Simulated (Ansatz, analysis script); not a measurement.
# Free-standing square Nb monolayer, spacing 3.069 Å: spin spirals and exchange

Aim: the energy of a free-standing square Nb monolayer, spacing 3.069 Å as its moments wind into spirals of wavevector q.

Method: PBE, PAW set soft_1, in Ansatz 0.2.0.

**1. The starting structure**

The cell holds 1 atom: 1 Nb. Its edges and angles: a = 3.069 Å, b = 3.069 Å, c = 14.000 Å, α = 90.0°, β = 90.0°, γ = 90.0°. An idealised lattice of chosen spacing, in vacuum. Vacuum lies along c.

**2. The collinear state**

The work starts on two spin channels, which tell the size of the moments.

input.yaml

```yaml
crystal:
  lattice:
    - [3.069, 0.0, 0.0]
    - [0.0, 3.069, 0.0]
    - [0.0, 0.0, 14.0]
  atoms:
    - { symbol: Nb, position: [0.0, 0.0, 0.5], spin: 1.0 }
magnetization:
  spin_polarized: true
kpoints:
  mp_grid: { grid: [6, 6, 1] }
hamiltonian:
  xc: pbe
  pseudopotentials: { kind: paw, azcp: { folder: soft_1 } }
scf:
  occupations: { method: fermi_dirac, width: 0.1 }
  max_iter: 120
  convergence: { dr2_threshold: 1.0e-08 }
  lower_state_search: "off"
output:
  write_density: true
  write_potential: true
  elf: true
  volumetric_format: npy
```

Started as:

```bash
> ansatz run input.yaml --threads 4 --pin off --max-ram 8192MiB --backend cpu --events-out ev --progress --plain --runs-dir out
```

Numbers of over 12 decimals in the logs are rounded to 6 here.

What it wrote:

```text
Engine: ansatz 0.2.0, x86_64-unknown-linux-gnu
Pseudopotentials: kind: paw
Pseudopotential: Nb, paw, valence charge 13, recommended cutoff 420 eV (normal), soft_1/Nb.paw.azcp
Functional definition: PBE
  parameter kappa = 0.804
  parameter beta = 0.066725
  exchange = pbe_x(kappa = kappa, mu = beta*pi^2/3)
  correlation = pbe_c(beta = beta)
Crystal: 1 atoms, lattice volume = 131.863 Å³
Basis set: ecut = 420 eV, 2583 PW (Γ)
Bands: 11, of which v1, the nominal top of the filled ones, is band 7 counted from 1 (6 counted from 0)
Symmetry: 16 space group operations
Space group: P4/mmm (ITA 123), of the structure as read, at distance tolerance 5.1e-5 Å
Magnetic group: BNS 123.339 (UNI 999), of the structure as read, at distance tolerance 5.1e-5 Å
k-points: 10 of 36
Non-local potential: Nb, projectors of the file, l = 0: 3, l = 1: 2, l = 2: 2, l = 3: 1
PAW form: soft (Blöchl's): semilocal exchange-correlation on the pseudo side does not see the compensation charge
PAW one-centre angular grid: Nb, 590 points (default); XC on 64 Gauss nodes
Initial density: superposition of atomic densities (neutral atoms: chi_scale 0, normalization atom)
Starting moments: Σ|m| = 1 μB on 1 of 1 site
Initial wavefunctions: pseudopotential atomic-orbital guess
Functional: x = pbe(κ = 0.804, μ = 0.219515), c = pbe(β = 0.066725)
SCF iter   1: F=—  HF=-4549.132155 eV  |F-HF|=—  |Δ(HF+E_count)|=         —  Δρ=2.42e-2 (↑2.42e-2 ↓1.36e-2)  dr2=1.88e0  dr2_m=1.80e-1  M=0.656 μB ∫|m|=0.656 μB  β_m=0.30  ethr=3.10e-3  ⟨swp⟩=5.5  Hψ=1312  notcnv=0
preconditioner: auto → LDOS  [metal: Δε(μ)=0.040 eV  Ē_g=3.368 eV  σ=0.100 eV  W_gap=0.10  n_scr=8 (ndim 8)  ℏωp=7.2 eV  f_vac=0.625  D(μ)=3.09/eV (n_scr^D=12)]
spin=Collinear: LDOS preconditioning applied to the charge; magnetization (m = ρ↑ − ρ↓) channel mixes plain (no charge-response kernel on spin).
SCF iter   2: F=—  HF=-4548.834223 eV  |F-HF|=—  |Δ(HF+E_count)|=   2.98e-1  Δρ=1.69e-2 (↑1.69e-2 ↓9.84e-3)  dr2=9.96e-1  dr2_m=8.42e-2  M=0.706 μB ∫|m|=0.706 μB  β_m=0.30  ethr=3.10e-3  ⟨swp⟩=2.5  Hψ=471  notcnv=0
SCF iter   3: F=—  HF=-4548.474496 eV  |F-HF|=—  |Δ(HF+E_count)|=   3.60e-1  Δρ=7.67e-3 (↑7.19e-3 ↓7.67e-3)  dr2=6.80e-2  dr2_m=3.50e-2  M=0.749 μB ∫|m|=0.749 μB  β_m=0.30  ethr=3.10e-3  ⟨swp⟩=2.5  Hψ=423  notcnv=0
SCF iter   4: F=—  HF=-4548.637405 eV  |F-HF|=—  |Δ(HF+E_count)|=   1.63e-1  Δρ=5.64e-3 (↑5.64e-3 ↓4.05e-3)  dr2=5.78e-2  dr2_m=2.00e-2  M=0.740 μB ∫|m|=0.740 μB  β_m=0.30  ethr=5.23e-4  ⟨swp⟩=2.1  Hψ=574  notcnv=0
SCF iter   5: F=—  HF=-4548.631044 eV  |F-HF|=—  |Δ(HF+E_count)|=   6.36e-3  Δρ=3.12e-3 (↑3.07e-3 ↓3.12e-3)  dr2=2.00e-3  dr2_m=9.99e-3  M=0.757 μB ∫|m|=0.757 μB  β_m=1.00  ethr=4.45e-4  ⟨swp⟩=2.0  Hψ=346  notcnv=0
SCF iter   6: F=—  HF=-4548.648576 eV  |F-HF|=—  |Δ(HF+E_count)|=   1.75e-2  Δρ=8.96e-4 (↑8.96e-4 ↓7.81e-4)  dr2=3.89e-4  dr2_m=6.91e-4  M=0.806 μB ∫|m|=0.806 μB  β_m=1.00  ethr=1.54e-5  ⟨swp⟩=2.2  Hψ=423  notcnv=0
SCF iter   7: F=—  HF=-4548.651696 eV  |F-HF|=—  |Δ(HF+E_count)|=   3.12e-3  Δρ=8.15e-4 (↑8.15e-4 ↓5.83e-4)  dr2=2.65e-4  dr2_m=5.39e-4  M=0.859 μB ∫|m|=0.859 μB  β_m=1.00  ethr=2.99e-6  ⟨swp⟩=2.0  Hψ=361  notcnv=0
SCF iter   8: F=—  HF=-4548.653246 eV  |F-HF|=—  |Δ(HF+E_count)|=   1.55e-3  Δρ=5.58e-4 (↑4.88e-4 ↓5.58e-4)  dr2=4.38e-5  dr2_m=3.13e-4  M=0.904 μB ∫|m|=0.904 μB  β_m=1.00  ethr=2.04e-6  ⟨swp⟩=2.0  Hψ=388  notcnv=0
SCF iter   9: F=—  HF=-4548.654100 eV  |F-HF|=—  |Δ(HF+E_count)|=   8.55e-4  Δρ=5.72e-4 (↑5.72e-4 ↓4.20e-4)  dr2=1.65e-4  dr2_m=2.68e-4  M=0.945 μB ∫|m|=0.945 μB  β_m=1.00  ethr=3.37e-7  ⟨swp⟩=2.0  Hψ=371  notcnv=0
SCF iter  10: F=—  HF=-4548.654651 eV  |F-HF|=—  |Δ(HF+E_count)|=   5.51e-4  Δρ=4.03e-4 (↑4.03e-4 ↓3.76e-4)  dr2=1.54e-5  dr2_m=1.80e-4  M=0.979 μB ∫|m|=0.980 μB  β_m=1.00  ethr=3.37e-7  ⟨swp⟩=2.0  Hψ=370  notcnv=0
[...]
spin-set hold released at iteration 15 (site moments contracting): the magnetisation degrees of freedom join the quasi-Newton model from the next iteration; the mixer history was flushed
SCF iter  16: F=—  HF=-4548.656185 eV  |F-HF|=—  |Δ(HF+E_count)|=   8.78e-5  Δρ=2.80e-4 (↑2.80e-4 ↓2.48e-4)  dr2=5.90e-5  dr2_m=6.90e-5  M=1.112 μB ∫|m|=1.112 μB  β_m=0.52  ethr=1.19e-7  ⟨swp⟩=2.7  Hψ=336  notcnv=0
SCF iter  17: F=—  HF=-4548.656457 eV  |F-HF|=—  |Δ(HF+E_count)|=   2.72e-4  Δρ=2.41e-4 (↑2.41e-4 ↓2.28e-4)  dr2=1.45e-5  dr2_m=6.34e-5  M=1.141 μB ∫|m|=1.141 μB  β_m=0.26  ethr=1.19e-7  ⟨swp⟩=2.0  Hψ=367  notcnv=0
SCF iter  18: F=—  HF=-4548.656601 eV  |F-HF|=—  |Δ(HF+E_count)|=   1.44e-4  Δρ=2.12e-4 (↑2.10e-4 ↓2.12e-4)  dr2=4.76e-6  dr2_m=5.23e-5  M=1.160 μB ∫|m|=1.160 μB  β_m=0.22  ethr=1.12e-7  ⟨swp⟩=2.0  Hψ=351  notcnv=0
SCF iter  19: F=—  HF=-4548.656862 eV  |F-HF|=—  |Δ(HF+E_count)|=   2.61e-4  Δρ=1.69e-4 (↑1.61e-4 ↓1.69e-4)  dr2=2.01e-6  dr2_m=3.21e-5  M=1.200 μB ∫|m|=1.201 μB  β_m=0.33  ethr=3.66e-8  ⟨swp⟩=2.7  Hψ=406  notcnv=0
SCF iter  20: F=—  HF=-4548.657145 eV  |F-HF|=—  |Δ(HF+E_count)|=   2.83e-4  Δρ=8.69e-5 (↑8.60e-5 ↓8.69e-5)  dr2=2.58e-6  dr2_m=7.74e-6  M=1.265 μB ∫|m|=1.265 μB  β_m=0.83  ethr=1.55e-8  ⟨swp⟩=3.4  Hψ=534  notcnv=0
SCF iter  21: F=—  HF=-4548.657240 eV  |F-HF|=—  |Δ(HF+E_count)|=   9.51e-5  Δρ=7.46e-5 (↑7.46e-5 ↓2.09e-5)  dr2=4.66e-6  dr2_m=1.13e-6  M=1.329 μB ∫|m|=1.329 μB  β_m=0.92  ethr=1.55e-8  ⟨swp⟩=3.4  Hψ=549  notcnv=0
SCF iter  22: F=—  HF=-4548.657242 eV  |F-HF|=—  |Δ(HF+E_count)|=   2.48e-6  Δρ=2.93e-5 (↑2.93e-5 ↓7.33e-6)  dr2=9.43e-7  dr2_m=2.96e-7  M=1.324 μB ∫|m|=1.324 μB  β_m=0.96  ethr=1.55e-8  ⟨swp⟩=2.0  Hψ=334  notcnv=0
SCF iter  23: F=—  HF=-4548.657244 eV  |F-HF|=—  |Δ(HF+E_count)|=   1.75e-6  Δρ=1.97e-5 (↑1.97e-5 ↓5.20e-6)  dr2=3.28e-7  dr2_m=9.02e-8  M=1.331 μB ∫|m|=1.331 μB  β_m=0.98  ethr=7.25e-9  ⟨swp⟩=2.0  Hψ=367  notcnv=0
SCF iter  24: F=—  HF=-4548.657245 eV  |F-HF|=—  |Δ(HF+E_count)|=   2.97e-7  Δρ=7.56e-6 (↑7.56e-6 ↓3.02e-6)  dr2=5.48e-8  dr2_m=1.21e-8  M=1.332 μB ∫|m|=1.332 μB  β_m=0.99  ethr=2.52e-9  ⟨swp⟩=2.4  Hψ=327  notcnv=0
SCF iter  25: F=-4548.657245 eV  HF=-4548.657245 eV  |F-HF|=8.73e-10  |Δ(HF+E_count)|=   4.52e-8  Δρ=8.64e-7 (↑8.64e-7 ↓6.18e-7)  dr2=6.70e-10  dr2_m=3.63e-10  M=1.331 μB ∫|m|=1.331 μB  ethr=7.69e-11  ⟨swp⟩=1.3  Hψ=654  notcnv=0
SCF 1 converged in 25 iterations: F = -4548.657245 eV  dr2 = 6.70e-10
  greatest PAW one-centre occupation: 0.998 electrons in one spin orbital (limit 2), on the Nb atom at site 0 (counted from 0), in its partial waves of l = 0
WARN: The output density's exchange-correlation potential varies sharply where the density is thin. Do not read a vacuum level from v_tot or v_xc, or from such a field of the output density. On a cell that repeats whose density bears no net charge and no dipole along the vacuum's axis use v_es (v_loc + v_h of the components); under efield.dipole_correction with no amplitude use v_es + v_field, which holds any externa [...]
SCF converged after 25 iterations
Magnetization: 1.3313 μB (7.1657 up, 5.8343 down)
Absolute magnetization: 1.3313 μB (∫|ρ↑−ρ↓|, with the PAW one-centre terms)
Spin contamination: 0.0038 ħ² per cell (⟨S²⟩ above its minimum at these occupations)
Per-site moments (μB) at R_I (Å): [(0.859226, 1.2659625)]
Free energy (F): -4548.657245 eV
Harris-Foulkes:  -4548.657245 eV  (|F-HF|=8.73e-10)
Internal energy: -4548.559120 eV  (E = F + TS)
E sigma→0 (E₀):  -4548.608182 eV
Entropy (-TS):   -0.098125 eV (-98.125 meV/atom)
Fermi energy:    -1.054889 eV
--- Per-component energies (eV) ---
  E_band       = -316.281233
  E_kinetic    = 363.306305
  E_local      = -3763.048397  (includes V_loc(G=0)·N_el)
  E_nonlocal   = 97.771413
  E_hartree    = 1648.187659
  E_xc         = -159.887709
  E_vxc        = -192.771055  (∫ρ·V_xc dr)
  E_paw        = -3082.508354  (= ΣΔE_a)
  E_vpaw       = -117.915409  (= ΣTr[D̂ρ^β])
  E_aug_tail   = 0.000045  (compensation charges beyond the density's cutoff)
  E_ewald      = 347.619918
  E_smearing   = -0.098125  (= −TS)
  E_closure    = -0.000000  (closes the sum)
  Σ components = -4548.657245   (vs F -4548.657245, Δ=0.00e0)
--- Band table (eV; the first three rows and the last of 20) ---
  k-point 0 ↑: bands = [... 3 lower, -32.2108, -4.7667, -2.8499, -1.9816, -0.5199, 0.4679, 0.4679, 1.8760]
  k-point 1 ↑: bands = [... 3 lower, -32.2010, -4.1994, -2.4319, -1.7343, -1.1954, 0.5354, 1.0199, 1.3591]
  k-point 2 ↑: bands = [... 3 lower, -32.1813, -3.1731, -2.1159, -1.4597, -0.7879, 0.5058, 0.6747, 2.2070]
  k-point 9 ↓: bands = [... 3 lower, -31.9700, -2.8140, -0.8368, -0.8368, 0.9868, 3.6315, 4.6380, 4.6380]
```

Run time: 1.2 s. Hardware: 4 threads of INTEL XEON PLATINUM 8581C at 2.30GHz (Emerald Rapids), shared host; peak memory 0.35 GiB.

Spin moment in the atom's sphere by atom:

| atom | spin moment in the atom's sphere (μB) |
| --- | --- |
| Nb1 | 0.859 |

The run ends ferromagnetic, with a net moment of 1.33 μB a cell. With one Nb atom carrying the moment, parallel order of its images is forced by the cell, not found.

Spin density in the ca plane at fractional y = 0.000, with atoms of Nb within 0.2 Å of it.

Values in e/Å³, 5 rows by 16 columns, each cell a mean:
```
0.00 0.00 0.00 0.00 0.00 0.01 0.05 0.16 0.17 0.08 0.01 0.00 0.00 0.00 0.00 0.00
0.00 0.00 0.00 0.00 0.00 0.01 0.02 0.05 0.05 0.03 0.01 0.00 0.00 0.00 0.00 0.00
0.00 0.00 0.00 0.00 0.00 0.00 0.02 0.02 0.02 0.02 0.01 0.00 0.00 0.00 0.00 0.00
0.00 0.00 0.00 0.00 0.00 0.01 0.03 0.08 0.09 0.04 0.01 0.00 0.00 0.00 0.00 0.00
0.00 0.00 0.00 0.00 0.00 0.01 0.06 0.19 0.19 0.10 0.01 0.00 0.00 0.00 0.00 0.00
```
Columns run along c (14.0 Å), rows up along a (3.1 Å). Atoms in or near the plane, at fractional coordinates: Nb at (0.50, 0.00).

Valence density in the ca plane at fractional y = 0.000, with atoms of Nb within 0.2 Å of it. It is the smooth field of the valence electrons, not physical close to the nuclei.

Values in e/Å³, 5 rows by 16 columns, each cell a mean:
```
0.0 0.0 0.0 0.0 0.0 0.0 0.1 2.5 3.4 0.3 0.0 0.0 0.0 0.0 0.0 0.0
0.0 0.0 0.0 0.0 0.0 0.0 0.1 0.5 0.6 0.1 0.0 0.0 0.0 0.0 0.0 0.0
0.0 0.0 0.0 0.0 0.0 0.0 0.1 0.2 0.2 0.1 0.0 0.0 0.0 0.0 0.0 0.0
0.0 0.0 0.0 0.0 0.0 0.0 0.1 0.9 1.3 0.1 0.0 0.0 0.0 0.0 0.0 0.0
0.0 0.0 0.0 0.0 0.0 0.0 0.1 3.1 4.0 0.3 0.0 0.0 0.0 0.0 0.0 0.0
```
Columns run along c (14.0 Å), rows up along a (3.1 Å). Atoms in or near the plane, at fractional coordinates: Nb at (0.50, 0.00).

ELF in the ca plane at fractional y = 0.000, with atoms of Nb within 0.2 Å of it. It is the smooth field of the valence electrons, not physical close to the nuclei.

Ten even steps from '0' (0.00) to '9' (0.74), each cell a mean:
```
0000000000000011149869821110000000000000
0000000000000112136998521210000000000000
0000000000000123333454333321000000000000
0000000000001235665555565431000000000000
0000000000001234544444455421000000000000
0000000000000122224776322211000000000000
0000000000000111138999621110000000000000
0000000000000011159638831110000000000000
```
Columns run along c (14.0 Å), rows up along a (3.1 Å). Atoms in or near the plane, at fractional coordinates: Nb at (0.50, 0.00).

**3. Denser mesh**

Levels at the Fermi energy are partly filled, so moments and energy differences can hang on the k-mesh, and the state is solved again on a denser one.

input.yaml, the sections that differ from step 2:

```yaml
crystal:
  lattice:
    - [3.069, 0.0, 0.0]
    - [0.0, 3.069, 0.0]
    - [0.0, 0.0, 14.0]
  atoms:
    - { symbol: Nb, position: [0.0, 0.0, 0.5], spin: 0.86 }
kpoints:
  mp_grid: { grid: [18, 18, 1] }
basis:
  ecutwfc: 420.0
checkpoint:
  read: start
  write: ck
  compress: false
  write_wavefunctions: false
  write_every: 100000
# magnetization, hamiltonian, scf: as in step 2
# output: removed
```

What it wrote:

```text
[...]
SCF converged after 15 iterations
Magnetization: 0.9899 μB (6.9950 up, 6.0050 down)
Absolute magnetization: 0.9899 μB (∫|ρ↑−ρ↓|, with the PAW one-centre terms)
[...]
Per-site moments (μB) at R_I (Å): [(0.648631, 1.2659625)]
Free energy (F): -4548.638855 eV
[...]
Internal energy: -4548.533472 eV  (E = F + TS)
E sigma→0 (E₀):  -4548.586164 eV
Entropy (-TS):   -0.105383 eV (-105.383 meV/atom)
Fermi energy:    -1.033037 eV
[...]
```

It took 2.6 s on 4 threads; peak memory 0.49 GiB; 7.4 s of CPU time.

Spin moment in the atom's sphere by atom:

| atom | spin moment in the atom's sphere (μB) |
| --- | --- |
| Nb1 | 0.649 |

The run ends ferromagnetic, with a net moment of 0.99 μB a cell, against 1.33 μB on the first mesh.

Each spiral starts from these moments, tilted 90° from the rotation axis z (a flat spiral); sizes are free, while the program holds flat spirals in their plane. Spin–orbit coupling is switched off, so the energy does not depend on how the axis lies in the crystal. The folder named start holds the saved collinear state, from which each run begins.

The runs on spinors take the mesh 20×20×1.

**4. q = (0, 0, 0)**

The reference is the same input at q = 0, so that basis and exchange-correlation form match those at other q. Every q is chosen so that q/2 is a mesh vector: every spiral then samples the k-points of q = 0, and much mesh noise cancels.

input.yaml, the sections that differ from step 3:

```yaml
crystal:
  lattice:
    - [3.069, 0.0, 0.0]
    - [0.0, 3.069, 0.0]
    - [0.0, 0.0, 14.0]
  atoms:
    - { symbol: Nb, position: [0.0, 0.0, 0.5], spin: 0.65, spin_axis: [1.0, 0.0, 0.0] }
kpoints:
  mp_grid: { grid: [20, 20, 1] }
magnetization:
  noncollinear: true
  spin_spiral: { q: [0.0, 0.0, 0.0] }
checkpoint:
  read: start
# hamiltonian, scf, basis: as in step 3
```

Started as:

```bash
> ansatz run input.yaml --threads 1 --pin off --max-ram 2048MiB --backend cpu --events-out ev --progress --plain --runs-dir out
```

What it wrote:

```text
Warning: checkpoint.read: spin treatment differs: saved collinear, current noncollinear; the saved charge density seeds this run and the saved magnetisation is carried along the axis that this deck's starting moments share; the saved density holds an absolute magnetisation of 9.9e-1 μB; saved orbitals and DFT+U occupations are not carried; the saved PAW projector densities are carried along that axis
Warning: checkpoint.read: magnetization.spin_spiral differs: saved none, current q = [0, 0, 0]; the saved state is no spin spiral's: the SCF starts from none of its orbitals and from its density, each atom's moment turned about z as a whole to its place on this deck's spiral. A spiral's own state at q: [0, 0, 0] serves better
[...]
Crystal: 1 atoms, lattice volume = 131.863 Å³
Basis set: ecut = 420 eV, 2583 PW (Γ)
Bands: 22, of which v1, the nominal top of the filled ones, is band 13 counted from 1 (12 counted from 0)
Symmetry: 16 space group operations
k-points: 66 of 400
Spin spiral: q = (0, 0, 0) of the reciprocal vectors; moments are told in the frame that turns with it, a site's in that at the site
[...]
SCF iter  13: F=-4548.639149 eV  HF=-4548.639149 eV  |F-HF|=3.28e-10  |Δ(HF+E_count)|=   1.82e-8  Δρ=8.91e-7  dr2=9.99e-10  dr2_m=2.40e-10  ethr=6.76e-12  |M|=9.28e-1 ∫|m|=9.28e-1 μB  |m|>n=1.2e-2 m-floor=1.2e-2 τ_xc=8.1e-8 mc-row=1.2e-2  ⟨swp⟩=1.0  Hψ=5042  notcnv=0
SCF 1 converged in 13 iterations: F = -4548.639149 eV  dr2 = 9.99e-10
[...]
SCF converged after 13 iterations
Magnetization: |M| = 0.9283 μB,  M = (+0.9283, +0.0000, +0.0000) μB
Absolute magnetization: 0.9283 μB (∫|m|, with the PAW one-centre terms)
  site 0: m = (+0.6072, +0.0000, +0.0000) μB, |m| = 0.6072 μB  (R = 1.27 Å)
Free energy (F): -4548.639149 eV
[...]
Internal energy: -4548.533985 eV  (E = F + TS)
E sigma→0 (E₀):  -4548.586567 eV
Entropy (-TS):   -0.105165 eV (-105.165 meV/atom)
Fermi energy:    -1.033554 eV
[...]
```

The job ended after 28 s (1 thread; peak memory 0.67 GiB).

The largest moment is 0.607 μB, against 0.649 μB in the collinear run.

**5. q = (0, 0.1, 0)**

Only q changes. The cell stays that of the crystal, since the generalised Bloch theorem carries the rotation from cell to cell.

Edit input.yaml of step 4 so:

```diff
@@ -21,3 +21,3 @@
   noncollinear: true
-  spin_spiral: { q: [0.0, 0.0, 0.0] }
+  spin_spiral: { q: [0.0, 0.1, 0.0] }
 checkpoint:
```

What it wrote:

```text
[...]
Crystal: 1 atoms, lattice volume = 131.863 Å³
Basis set: ecut = 420 eV, 2583 PW (Γ)
Bands: 22, of which v1, the nominal top of the filled ones, is band 13 counted from 1 (12 counted from 0)
Symmetry: 4 space group operations
k-points: 121 of 400
[...]
SCF iter  17: F=-4548.640874 eV  HF=-4548.640874 eV  |F-HF|=1.62e-10  |Δ(HF+E_count)|=   6.69e-9  Δρ=5.25e-7  dr2=6.70e-11  dr2_m=8.83e-11  ethr=1.27e-12  |M|=1.17e0 ∫|m|=1.17e0 μB  |m|>n=1.4e-2 m-floor=1.4e-2 τ_xc=6.5e-3 mc-row=1.4e-2 uncertified=102  ⟨swp⟩=1.0  Hψ=9309  notcnv=0
SCF 1 converged in 17 iterations: F = -4548.640874 eV  dr2 = 6.70e-11
[...]
SCF converged after 17 iterations
Magnetization: |M| = 1.1659 μB,  M = (+1.1659, -0.0000, +0.0000) μB
Absolute magnetization: 1.1729 μB (∫|m|, with the PAW one-centre terms)
  site 0: m = (+0.7733, -0.0000, +0.0000) μB, |m| = 0.7733 μB  (R = 1.27 Å)
Free energy (F): -4548.640874 eV
[...]
Internal energy: -4548.536668 eV  (E = F + TS)
E sigma→0 (E₀):  -4548.588771 eV
Entropy (-TS):   -0.104206 eV (-104.206 meV/atom)
Fermi energy:    -1.037648 eV
[...]
```

Elapsed: 56 s, on 1 thread; peak memory 0.94 GiB.

The energy of the cell lies 1.73 meV below that at q = 0, and the largest moment is 0.773 μB against 0.607 μB.

(Continued in part 2 of 2.)

[Logs and program files are shortened in this print: banners, set-up blocks, solver, clock and traceback lines can be left out without a mark of their own.]

[Logs are printed without paths, hosts, clocks, repeated set-up lines and the standing remarks that a program may print on its own settings, such as how far it seeks lower states.]

[Hosts, paths, dates, database ids (printed as entryN), source tags and the programs' standing remarks are cut or masked in the printed files.]
